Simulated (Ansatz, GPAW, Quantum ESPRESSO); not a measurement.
## Zr: programs and potentials compared

```
Zr
1.0
     3.23200    0.00000    0.00000
    -1.61600    2.79899    0.00000
     0.00000    0.00000    5.14700
Zr
2
Direct
  0.66667 0.33333 0.75000
  0.33333 0.66667 0.25000
```

Alike in all runs: task band structure; functional LDA; k mesh 9 × 9 × 5; occupations fermi-dirac, width 0.05 eV; no spin polarisation; no spin-orbit coupling. LDA stands for any of its common fits. Pressure is positive in compression and, in plane waves, holds the error of the finite cutoff.

```
                                                    program and potentials  plane-wave cutoff (eV)  notes  pressure (GPa)
GPAW, the program's PAW data sets (release 1.2.1) made for this functional                     600      -           -6.45
                        Quantum ESPRESSO, PseudoDojo 0.4.1 SR LDA standard                     952      -           -5.97
                            Ansatz, all-electron LAPW, scalar-relativistic                       -      -           -6.06
```

The pressure spans -6.45 (GPAW, the program's PAW data sets (release 1.2.1) made for this functional) to -5.97 GPa (Quantum ESPRESSO, PseudoDojo 0.4.1 SR LDA standard), with all-electron results at -6.06.

Differences between rows come from potentials, basis sets and numerical settings, since the functional is the same but for its coding. Runs on potential files found faulty are left out.
